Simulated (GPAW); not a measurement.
## Quasiparticle gap of KF (Carobbiite) in GPAW

Aim: the G0W0 gap of KF (Carobbiite) on PBE, step by step.

Program: GPAW 26.7.0. Level of theory: PBE and many-body steps on it, plane waves. Results are calculated unless marked as measured.

Report form: the programs' logs are mostly left out.

### Step 1. Starting point

Symmetry: Fm-3m, No. 225, cubic system. The conventional cell has a = 5.344 Å, b = 5.344 Å, c = 5.344 Å, α = 90.00°, β = 90.00°, γ = 90.00°. K has 6 F at 2.67 Å nearest. Nearest to F lie 6 K at 2.67 Å. Farther neighbours and most contacts between anions are not listed.

The cell and positions come from the Crystallography Open Database and are kept as given unless a step says otherwise.

### Step 2. Ground state

This step: GPAW 26.7.0; DFT, PBE, plane waves, PAW.

The ground-state density comes first.

The input, run.py:

```python
import json
import numpy as np
from gpaw.mpi import world
from ase import Atoms
from gpaw import GPAW, PW, FermiDirac

atoms = Atoms(['K', 'F'],
    cell=[[0.0000000000, 2.6718500000, 2.6718500000],
      [2.6718500000, 0.0000000000, 2.6718500000],
      [2.6718500000, 2.6718500000, 0.0000000000]],
    scaled_positions=[[0.0000000000, 0.0000000000, 0.0000000000],
      [0.5000000000, 0.5000000000, 0.5000000000]],
    pbc=(True, True, True))
calc = GPAW(mode=PW(600),
    xc='PBE',
    kpts={'size': (8, 8, 8), 'gamma': True},
    occupations=FermiDirac(0.001),
    nbands=-7,
    convergence={'density': 1e-6, 'bands': -3},
    maxiter=100,
    txt='gs.txt')
atoms.calc = calc
res = {'energy': atoms.get_potential_energy()}
kpts = calc.get_ibz_k_points()
res['kpts'] = kpts
res['eigenvalues'] = [calc.get_eigenvalues(kpt=k) for k in range(len(kpts))]
res['n_electrons'] = calc.get_number_of_electrons()
calc.write('gs.gpw')

if world.rank == 0:
    with open('result.json', 'w') as f:
        json.dump(res, f, default=lambda x: x.tolist())
```

Run with:

```
$ mpirun -n 4 gpaw python run.py
```

The job ended after 6 s (4 MPI ranks of Arm Neoverse V2, shared host; peak memory 0.64 GiB).

This step gave:

```
total energy               : -8.395 eV
gap                        : 6.182 eV
k of the valence top       : 0, 0, 0
k of the conduction bottom : 0, 0, 0
least direct gap           : 6.182 eV
```

The gap is direct, at Γ.

### Step 3. Bands along the symmetry lines

Levels along a band path, at the cheap level, show where the edges lie and whether the meshes to come will hold them.

The input, run.py:

```python
import json
import numpy as np
from gpaw.mpi import world
from gpaw import GPAW

path = [[0.000000, 0.000000, 0.000000],
    [0.062500, 0.000000, 0.062500],
    [0.125000, 0.000000, 0.125000],
    [0.187500, 0.000000, 0.187500],
    [0.250000, 0.000000, 0.250000],
    [0.312500, 0.000000, 0.312500],
    [0.375000, 0.000000, 0.375000],
    [0.437500, 0.000000, 0.437500],
    [0.500000, 0.000000, 0.500000],
    [0.515625, 0.031250, 0.515625],
    [0.531250, 0.062500, 0.531250],
    [0.546875, 0.093750, 0.546875],
    [0.562500, 0.125000, 0.562500],
    [0.578125, 0.156250, 0.578125],
    [0.593750, 0.187500, 0.593750],
    [0.609375, 0.218750, 0.609375],
    [0.625000, 0.250000, 0.625000],
    [0.375000, 0.375000, 0.750000],
    [0.328125, 0.328125, 0.656250],
    [0.281250, 0.281250, 0.562500],
    [0.234375, 0.234375, 0.468750],
    [0.187500, 0.187500, 0.375000],
    [0.140625, 0.140625, 0.281250],
    [0.093750, 0.093750, 0.187500],
    [0.046875, 0.046875, 0.093750],
    [0.000000, 0.000000, 0.000000],
    [0.062500, 0.062500, 0.062500],
    [0.125000, 0.125000, 0.125000],
    [0.187500, 0.187500, 0.187500],
    [0.250000, 0.250000, 0.250000],
    [0.312500, 0.312500, 0.312500],
    [0.375000, 0.375000, 0.375000],
    [0.437500, 0.437500, 0.437500],
    [0.500000, 0.500000, 0.500000],
    [0.500000, 0.468750, 0.531250],
    [0.500000, 0.437500, 0.562500],
    [0.500000, 0.406250, 0.593750],
    [0.500000, 0.375000, 0.625000],
    [0.500000, 0.343750, 0.656250],
    [0.500000, 0.312500, 0.687500],
    [0.500000, 0.281250, 0.718750],
    [0.500000, 0.250000, 0.750000],
    [0.500000, 0.218750, 0.718750],
    [0.500000, 0.187500, 0.687500],
    [0.500000, 0.156250, 0.656250],
    [0.500000, 0.125000, 0.625000],
    [0.500000, 0.093750, 0.593750],
    [0.500000, 0.062500, 0.562500],
    [0.500000, 0.031250, 0.531250],
    [0.500000, 0.000000, 0.500000]]
calc = GPAW('gs.gpw').fixed_density(kpts=path,
    symmetry='off',
    nbands=18,
    convergence={'bands': 14},
    txt='bands.txt')
res = {}
kpts = calc.get_ibz_k_points()
res['kpts'] = kpts
res['eigenvalues'] = [calc.get_eigenvalues(kpt=k) for k in range(len(kpts))]
res['n_electrons'] = calc.get_number_of_electrons()

if world.rank == 0:
    with open('result.json', 'w') as f:
        json.dump(res, f, default=lambda x: x.tolist())
```

Run with:

```
$ mpirun -n 4 gpaw python run.py
```

Elapsed: 6.2 s, on 4 MPI ranks; peak memory 0.67 GiB.

Numbers from this step:

```yaml
gap: 6.182 eV
k_of_the_valence_top: 0, 0, 0
k_of_the_conduction_bottom: 0, 0, 0
least_direct_gap: 6.182 eV
```

The gap is 6.182 eV, as in the run before at this level.

Electronic bands along the path, in eV, zero at the top of the highest filled band; v1 is the highest filled band, c1 the lowest empty one:

| point | v4 | v3 | v2 | v1 | c1 | c2 | c3 | c4 |
| --- | --- | --- | --- | --- | --- | --- | --- | --- |
| Γ | -9.38 | 0.00 | 0.00 | 0.00 | 6.18 | 10.66 | 10.66 | 10.66 |
| halfway | -9.48 | -0.49 | -0.05 | -0.05 | 7.98 | 9.17 | 12.07 | 12.07 |
| X | -9.59 | -0.21 | -0.06 | -0.06 | 8.22 | 10.30 | 11.80 | 13.44 |
| halfway | -9.57 | -0.21 | -0.14 | -0.10 | 8.43 | 10.52 | 11.40 | 13.45 |
| U | -9.53 | -0.34 | -0.20 | -0.19 | 8.96 | 10.71 | 11.04 | 13.45 |
| jump to K | -9.53 | -0.34 | -0.20 | -0.19 | 8.96 | 10.71 | 11.04 | 13.45 |
| halfway | -9.39 | -0.54 | -0.27 | -0.08 | 8.23 | 9.82 | 11.59 | 11.68 |
| Γ | -9.38 | 0.00 | 0.00 | 0.00 | 6.18 | 10.66 | 10.66 | 10.66 |
| halfway | -9.40 | -0.44 | -0.18 | -0.18 | 7.69 | 10.08 | 11.36 | 11.36 |
| L | -9.42 | -0.79 | -0.34 | -0.34 | 9.08 | 10.59 | 12.00 | 12.00 |
| halfway | -9.45 | -0.57 | -0.28 | -0.26 | 9.41 | 10.08 | 11.63 | 12.62 |
| W | -9.47 | -0.40 | -0.17 | -0.17 | 9.73 | 9.73 | 11.16 | 13.31 |
| halfway | -9.53 | -0.23 | -0.21 | -0.10 | 8.64 | 10.69 | 11.03 | 13.43 |
| X | -9.59 | -0.21 | -0.06 | -0.06 | 8.22 | 10.30 | 11.80 | 13.44 |

### Step 4. Empty states on the mesh, 6×6×6 mesh, 96 bands

The sums over transitions need many empty states on a uniform mesh; this step solves for them.

The input, run.py:

```python
import json
import numpy as np
from gpaw.mpi import world
from gpaw import GPAW

calc = GPAW('gs.gpw').fixed_density(kpts={'size': (6, 6, 6), 'gamma': True},
    parallel={'domain': 1, 'band': 1},
    txt='nscf.txt')
calc.diagonalize_full_hamiltonian(nbands=96)
calc.write('full.gpw', mode='all')
res = {}
kpts = calc.get_ibz_k_points()
res['kpts'] = kpts
res['eigenvalues'] = [calc.get_eigenvalues(kpt=k) for k in range(len(kpts))]
res['n_electrons'] = calc.get_number_of_electrons()

if world.rank == 0:
    with open('result.json', 'w') as f:
        json.dump(res, f, default=lambda x: x.tolist())
```

Run with:

```
$ mpirun -n 4 gpaw python run.py
```

Elapsed: 13 s, on 4 MPI ranks; peak memory 1.2 GiB.

Numbers from this step:

- gap: 6.182 eV
- k of the valence top: 0, 0, 0
- k of the conduction bottom: 0, 0, 0
- least direct gap: 6.182 eV
- k points computed: 16
- lowest point of the top converged band, above the valence top: 95.7536 eV

On this mesh the gap is 6.182 eV.

### Step 5. Screening and self-energy, 6×6×6 mesh, 86 bands, screening to 100 eV

G0W0 replaces the xc potential by the self-energy, built once from these orbitals. Only a window of levels is corrected, while the sums run over the empty bands that the input names.

This step: G0W0 on PBE, plane waves, PAW.

The input, run.py:

```python
import json
import numpy as np
from gpaw.mpi import world
from gpaw.response.g0w0 import G0W0

gw = G0W0('full.gpw',
    filename='gw',
    kpts=[0],
    bands=(6, 10),
    ecut=100,
    nbands=86,
    integrate_gamma='WS',
    ppa=True)
gw.calculate()
res = {mode: {k: v for k, v in r.items() if k != 'sigma_eskwn'}
       for mode, r in gw.all_results.items()}

if world.rank == 0:
    with open('result.json', 'w') as f:
        json.dump(res, f, default=lambda x: x.tolist())
```

Run with:

```
$ mpirun -n 4 gpaw python run.py
```

Run time: 62 s. Hardware: 4 MPI ranks; peak memory 1 GiB; 4.1 min of CPU time.

Numbers from this step:

| Item | Value |
| --- | --- |
| G0W0 gap on the points computed | 9.535 eV |
| least direct G0W0 gap on the computed points | 9.535 eV |
| Z at the valence top | 0.8110 |
| Z at the conduction bottom | 0.9011 |
| starting gap on the mesh | 6.182 eV |
| k of the valence top | 0, 0, 0 |
| k of the conduction bottom | 0, 0, 0 |

The gap on the mesh goes from 6.18 eV to 9.54 eV, a correction of +3.35 eV.

Limits: finite bands, cutoff and mesh. v1 is the top filled band, c1 the lowest empty one. The levels before and after the correction (eV, zero at the valence-band top of each column):

|  | conduction bottom | valence top |
| --- | --- | --- |
| Kohn-Sham | 6.18 | 0.00 |
| G0W0 | 9.54 | 0.00 |

|  | level | energy (eV) |
| --- | --- | --- |
| Kohn-Sham | Γ v2-v1 | 0.000 |
| Kohn-Sham | Γ c1 | 6.182 |
| Kohn-Sham | Γ c2 | 10.655 |
| G0W0 | Γ v2-v1 | 0.000 |
| G0W0 | Γ c1 | 9.535 |
| G0W0 | Γ c2 | 15.590 |

### Step 6. Where the time went

Times are wall times on 4 MPI ranks of Arm Neoverse V2, shared host, good to a factor of about two.

| step | time | share | memory (GiB) |
| --- | --- | --- | --- |
| ground state | 6 s | 7 % | 0.64 |
| bands along the symmetry lines | 6.2 s | 7 % | 0.67 |
| empty states on the mesh | 13 s | 14 % | 1.2 |
| screening and self-energy | 62 s | 72 % | 1.0 |

### Step 7. Results

- PBE gap: 6.18 eV, direct
- G0W0 gap on the mesh: 9.54 eV
- GW settings: 6×6×6 mesh, 86 bands, screening to 100 eV, Godby-Needs plasmon pole
- known limits: not at the basis limit

In words: G0W0 moves the gap on the mesh from 6.18 eV to 9.54 eV (+3.35 eV), with Z of 0.81 and 0.90 at the edges. Only 1 of the mesh's irreducible points was corrected, so a valley elsewhere could overtake. The dearest step here is «screening and self-energy». Bands and cutoff are finite, so the gap is not at the basis limit. The miss can reach some tenths of an eV and take either sign; the mesh is an error of its own. These stock PAW sets were not made for GW. In the G0W0 run levels were corrected at 1 k point alone, so a gap called «on the mesh» is the least over those, and an edge elsewhere would be missed.

[Paths, hosts, dates, memory and timing lines, banners, echoed tables and standing remarks are left out of the program output.]

[Logs are printed without paths, hosts, clocks, repeated set-up lines and the standing remarks that a program may print on its own settings, such as how far it seeks lower states.]

[Runs of the session that timed out or met a known fault of the program may be left out.]

[Hosts, paths, dates, database ids (printed as entryN), source tags and the programs' standing remarks are cut or masked in the printed files.]
